Question: Will these bulk moduli come out too high or too low for tungsten, iridium, boron nitride and diamond?

I am comparing computed bulk moduli with measured ones. Aluminium comes out 14 % stiffer than measured and gallium phosphide 7 % softer, so at first I put it down to metals against semiconductors. Then I saw zinc sulphide, which is no metal and is still 9 % too stiff. I have kept the results for W, Ir, BN and diamond (C) covered. Can the other rows tell me on which side of the measured value each will fall, and by how much?

Bulk moduli of thirteen crystals, computed with ABINIT 10.8.3 at the revPBE+D3 level, without spin polarisation or spin–orbit coupling and with Fermi–Dirac smearing of 0.05 eV. Each modulus is taken at the energy minimum of an equation of state fitted to seven volumes within ±6 % of that of the given cell.

```
formula  space group  volume of the given cell (Å³/atom)  potentials or basis  wave cutoff (eV)    k-mesh  computed bulk modulus (GPa)  measured bulk modulus (GPa)  range of the values found (GPa)                   source  computed over measured, less one (%)
   CdTe        F-43m                               32.92     JTH PAW PBE v2.0             462.6     7x7x7                         38.7                           42                        one value  arXiv:2306.14539 (2023)                                  -7.9
    ZnS        F-43m                               19.73     JTH PAW PBE v2.0             544.2     9x9x9                         83.7                         76.9                        one value   arXiv:0911.5022 (2009)                                   8.8
     Al        Fm-3m                               16.60     JTH PAW PBE v2.0             544.2  11x11x11                         87.8                         76.9                        one value       pmc:3831299 (2013)                                  14.2
    GaP        F-43m                               20.24     JTH PAW PBE v2.0             544.2     8x8x8                         81.2                         87.5                        one value  arXiv:1709.06667 (2017)                                  -7.2
    BAs        F-43m                               13.63     JTH PAW PBE v2.0             408.2  10x10x10                        131.7                          148                        one value  arXiv:1911.11281 (2019)                                 -11.0
     BP        F-43m                               11.68     JTH PAW PBE v2.0             544.2  10x10x10                        164.5                          174                       173 to 179  arXiv:1505.05714 (2015)                                  -5.5
     Ta        Im-3m                               18.01     JTH PAW PBE v2.0             408.2  11x11x11                        216.1                          194                       194 to 198  arXiv:1910.08312 (2019)                                  11.4
    SiC        F-43m                               10.35     JTH PAW PBE v2.0             544.2  10x10x10                        219.5                          225                        one value       pmc:9505936 (2022)                                  -2.4
     Rh        Fm-3m                               13.67     JTH PAW PBE v2.0             544.2  12x12x12                        283.7                          264                        one value      pmc:11535440 (2024)                                   7.5
      W        Im-3m                               15.85     JTH PAW PBE v2.0             435.4  12x12x12                            ?                            ?                                ?                        ?                                     ?
     Ir        Fm-3m                               14.06     JTH PAW PBE v2.0             435.4  12x12x12                            ?                            ?                                ?                        ?                                     ?
     BN        F-43m                                5.96     JTH PAW PBE v2.0             680.3  13x13x13                            ?                            ?                                ?                        ?                                     ?
      C        Fd-3m                                5.67     JTH PAW PBE v2.0             544.2  13x13x13                            ?                            ?                                ?                        ?                                     ?
```

Answer:

Look at the size of the crystal before its bond type. The bulk modulus is the resistance to uniform squeezing, and it rises as atoms are pushed together, because their repulsion grows steeply at short distance. Each computed modulus here belongs to the volume at which the calculation itself finds the lowest energy, not to the volume of the given cell. If the calculation binds the atoms a little too tightly, the crystal settles at too small a volume. It is then already compressed, and it reports the stiffness of a compressed crystal.

Aluminium shows this clearly. Its equilibrium volume in the same run lies about 4 % below that of the given cell, and its modulus is 87.8 GPa against a measured 76.9 GPa. Zinc sulphide has also shrunk, by nearly 3 %, and it too is overestimated. Gallium phosphide has instead expanded by about 1 %, and it is too soft. So ZnS stops being an exception once the crystals are sorted by volume change.

The size of the effect follows in two steps. Let B be the bulk modulus and B′ the rate at which it rises with pressure, a pure number. A small extra pressure P shrinks the crystal by the fraction P/B and raises its modulus by B′P. Dividing that rise by B gives

relative rise of B = B′ × fractional shrinkage

The runs of the uncovered crystals give B′ between about 4 and 5, so a volume that is 2 % too small makes the modulus roughly 9 % too high.

The measured values let us ask whether this accounts for the errors. Take ZnS, Al, Ta and Rh, the four crystals that have shrunk by more than 1 %. At their own volumes they are on average 10 % stiffer than measured; brought back to the volumes of the given cells, they are about 4 % softer. GaP, BAs, BP and SiC, whose volumes have hardly changed, are about 5 % too soft at the given volumes. Without the volume error, the two groups look much alike. The cause of the softness that remains is not settled. Heat and zero-point motion are absent from the calculation, but they soften a real crystal mainly by expanding it, and the comparison at the given volume has already removed most of that effect.

A straight line fitted to these eight crystals says the same:

error in % = −3.7 − 4.5 × (volume change in %)

Here the error is relative to the measured modulus, and the volume change is relative to the given cell. The slope was left free, yet its size comes out close to the average B′ of 4.3. This means that the error left at fixed volume does not noticeably follow the contraction. The line is no precision tool: BAs is 11 % too soft, while the line gives only about 6 %.

CdTe stayed out of the fit because its given cell is a poor yardstick. The cube edge is 6.41 Å, while the real crystal has roughly 6.5 Å, a recalled figure. Measured from so small a cell, the computed expansion looks too large, and the line predicts an error of −26 % where the table has −7.9 %. The method therefore needs a reference volume close to that of the measured crystal.

For the covered crystals the contraction itself has to be estimated. Think of whatever makes the computed crystal too small as an inward pull, equal to the modulus times the fractional shrinkage. It is 3.6 GPa in Al, 4.4 GPa in Rh and 7.6 GPa in Ta, with a mean of 5.2 GPa. In the tetrahedral crystals other than CdTe, inward and outward pulls nearly cancel on average.

Theory offers two likely sources for the pull in the metals. Heat and zero-point motion swell a real crystal, and the calculation leaves them out, so even perfect binding would give too small a volume. The other source is the D3 correction. It adds an attraction between pairs of atoms, but in a metal the mobile electrons screen much of that attraction, and D3 leaves the screening out. Only a run without D3 could show how much of the contraction it causes. The potentials were also made for PBE, not revPBE, and the effect of that mismatch is untested.

Tungsten makes a worked example; it was not part of the fit. Its stiffness is roughly 310 GPa, a recalled figure used only to size the contraction. A pull of 5.2 GPa then shrinks it by 5.2/310, or 1.7 %. The line turns this into −3.7 + 4.5 × 1.7, which is about +4 %. The same pull acts on a stiffer crystal here than in Al or Ta, so it does less.

Iridium, at roughly 360 GPa, follows in the same way, and for BN and diamond the estimated volume change is practically zero. The forecasts for the error relative to measurement are:

W: +4 %, range −3 to +11 %
Ir: +3 %, range −4 to +10 %
BN: −4 %, range −11 to +3 %
Diamond: −4 %, range −11 to +3 %

W and Ir should thus be slightly too stiff, less so than Al and Ta, and BN and diamond slightly too soft. No sign is certain. The bar of 7 percentage points allows for the scatter about the line, the unequal pulls and the spread of measured values. Sorting by bond type alone would give nearly the same answer for BN and diamond, but +11 % for both metals.

Now uncover the four rows.

The withheld rows as computed:

```
formula  space group  volume of the given cell (Å³/atom)  potentials or basis  wave cutoff (eV)    k-mesh  computed bulk modulus (GPa)  measured bulk modulus (GPa)  range of the values found (GPa)                         source  computed over measured, less one (%)
      W        Im-3m                               15.85     JTH PAW PBE v2.0             435.4  12x12x12                        328.2                          307                        one value        arXiv:1710.07581 (2017)                                   6.9
     Ir        Fm-3m                               14.06     JTH PAW PBE v2.0             435.4  12x12x12                        387.8                          339                        one value             pmc:6586894 (2019)                                  14.4
     BN        F-43m                                5.96     JTH PAW PBE v2.0             680.3  13x13x13                        376.8                          395                       395 to 400         arXiv:1208.3664 (2012)                                  -4.6
      C        Fd-3m                                5.67     JTH PAW PBE v2.0             544.2  13x13x13                        427.9                          442                   441.8 to 444.8  arXiv:cond-mat/0702656 (2007)                                  -3.2
```

Three of the four forecasts hold. Tungsten is 6.9 % too stiff, inside its range and below the errors of Al and Ta. BN and diamond are too soft by 4.6 % and 3.2 %, within about one point of the forecast. That closeness flatters the model, since BAs misses the line by more than four points although it helped to fix it.

Iridium is a clear miss. It is 14.4 % too stiff, well above the upper end of its range, and the expectation that it would err less than Al and Ta was wrong. Bond type alone did better here: its +11 % is about 3 points too low for Ir, while the volume estimate is almost 12 points too low. For tungsten the two do about equally well, one too high and the other too low.

Did iridium contract more than I guessed? No: in its own run the equilibrium volume lies 1.1 % below that of the given cell, where I had guessed 1.5 %. But iridium stiffens unusually fast when squeezed. Its B′ is 5.6, against an average of 4.3 in the fitted crystals, so even this small contraction accounts for about 6 % of extra stiffness.

That leaves about half of the error. Brought back to the volume of the given cell, iridium is still about 7 % stiffer than the listed measurement. Rhodium, its neighbour in the same column of the periodic table, did carry a warning: treated in the same way, its modulus nearly equals the measured one, without the softness of about 4 % that remains on average. Iridium would look much the same if its measured modulus were the rough figure I recalled for the forecast, and not the listed 339 GPa. A given cell slightly smaller than the real crystal, as with CdTe, would also hide part of the contraction, and with so large a B′ each hidden per cent of volume counts for almost 6 % of stiffness. The calculation has a possible weakness of its own: ABINIT warned in the iridium run that the PAW spheres, the regions around the nuclei that the potentials treat separately, overlap between neighbouring atoms. Squeezing the crystal increases that overlap and could distort the computed stiffness. BN and diamond drew the same warning and still landed close to their forecasts, so the warning alone does not show that iridium's modulus is wrong. Whether the measured value is low, the given cell too small or the calculation too stiff, these data cannot decide.

The four covered rows test two things at once: the link between volume and stiffness, and my guess of the volume. The guess held, for in all four runs the volume change lies within half a percentage point of it. In your own work you need not guess at all. Compare the computed equilibrium volume with a measured one, multiply the percentage difference by B′, and you have the part of the modulus error that comes from size. An error of several per cent can remain, as BAs shows. The printed analysis below gives the fit and the forecasts row by row.

The analysis program printed:

```
fit of err on 8 rows (good): constant -3.728 +/- 1.5, coefficient of dv -4.451 +/- 0.66; rms 3.06, worst BAs 4.52, leave-one-out rms 3.84
  rows outside the fit (model, value, miss): CdTe -25.89, -7.9, -18; W 3.786, 6.9, -3.11; Ir 2.742, 14.4, -11.7; BN -3.671, -4.6, 0.929; C -3.679, -3.2, -0.479
Volume change and error of the modulus (volume change of the last four rows is a forecast):
   row  'volume change %'  'error from volume model %'  'error from class mean %'  'error found %'  'class mean less found'
  CdTe              4.978                       -25.89                       -4.2             -7.9                      3.7
   ZnS             -2.752                        8.519                       -4.2              8.8                      -13
    Al             -4.135                        14.68                      11.03             14.2                   -3.167
   GaP               1.09                       -8.579                       -4.2             -7.2                        3
   BAs             0.6175                       -6.477                       -4.2              -11                      6.8
    BP            -0.5586                       -1.242                       -4.2             -5.5                      1.3
    Ta             -3.532                        11.99                      11.03             11.4                  -0.3667
   SiC             0.5832                       -6.324                       -4.2             -2.4                     -1.8
    Rh             -1.564                        3.232                      11.03              7.5                    3.533
     W             -1.688                        3.786                      11.03              6.9                    4.133
    Ir             -1.454                        2.742                      11.03             14.4                   -3.367
    BN           -0.01284                       -3.671                       -4.2             -4.6                      0.4
     C           -0.01109                       -3.679                       -4.2             -3.2                       -1
Error bar given to each forecast [percentage points]: 7
Mean B' of the eight fitted crystals, to compare with the slope: 4.339
Mean error of ZnS, Al, Ta, Rh at their own volume [%]: 10.47
Mean error of ZnS, Al, Ta, Rh at the listed volume [%]: -3.663
Mean error of GaP, BAs, BP, SiC at their own volume [%]: -6.525
Mean error of GaP, BAs, BP, SiC at the listed volume [%]: -4.741
Excess inward pull in Al [GPa]: 3.63
Excess inward pull in Ta [GPa]: 7.633
Excess inward pull in Rh [GPa]: 4.436
Mean pull of the three known metals [GPa]: 5.233
Mean pull of the tetrahedral crystals without CdTe [GPa]: 0.04878
Edge of the listed cubic cell of CdTe [A]: 6.41
```
